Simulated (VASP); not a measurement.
Set up this calculation in VASP 6.6.1, as the native input.

| Property | Result |
| --- | --- |
| Task | relaxation of cell and atoms |
| Functional | LDA |
| Potentials or basis | VASP PAW LDA potentials, release 64 (Ga_d, O) |
| Cutoff | 600 eV |
| k mesh | 7 × 7 × 7 |
| Occupations | gaussian, width 0.05 eV |
| Spin | no spin polarisation |
| Further INCAR settings | ALGO = Fast; EDIFF = 1e-06; IBRION = 2; EDIFFG = -0.01; NSW = 40; ISIF = 3 |

The structure of Ga4O lies in POSCAR:

```
Ga4O
1.0
   -2.7112981600      2.7112981600      2.7112981600
    2.7112981600     -2.7112981600      2.7112981600
    2.7112981600      2.7112981600     -2.7112981600
Ga O
4 1
Direct
    0.0000000000      0.0000000000      0.5000000000
    0.5000000000      0.0000000000      0.0000000000
    0.5000000000      0.5000000000      0.5000000000
    0.0000000000      0.5000000000      0.0000000000
    0.0000000000      0.0000000000      0.0000000000
```

The cell was built by a generator and needn't be a form met in nature.

The input as run:

INCAR

```
PREC = Accurate
ENCUT = 600
EDIFF = 1E-6
ISMEAR = 0
SIGMA = 0.05
LREAL = False
LASPH = True
NELM = 80
ALGO = Fast
ISIF = 3
LWAVE = False
LCHARG = False
GGA = CA
IBRION = 2
NSW = 40
EDIFFG = -0.01
```

KPOINTS

```
Automatic mesh
0
Gamma
  7 7 7
```

Potentials or basis: VASP PAW LDA potentials, release 64 (Ga_d, O).

Command:

```sh
$ cat potpaw_LDA.64/Ga_d/POTCAR potpaw_LDA.64/O/POTCAR > POTCAR
$ mpirun -np 1 vasp_std > vasp.out
```

Results of the run:

The relaxed volume is 16.21 Å³/atom. The relaxed cell is a = 4.722 Å, b = 4.722 Å, c = 4.722 Å, α = 109.47°, β = 109.47°, γ = 109.47°, the space group after relaxing (to 0.05 Å) is Im-3m (No. 229) and the energy gained by relaxing is 1.0 meV/atom. The ionic steps are 3. The pressure after relaxing is 0.1 GPa and the band gap on the k mesh is none (metal or under the smearing width).

It took 100 s on 1 thread of AMD EPYC 9R45 96-Core Processor (Zen 5) (shared host), peak memory 0.19 GiB.
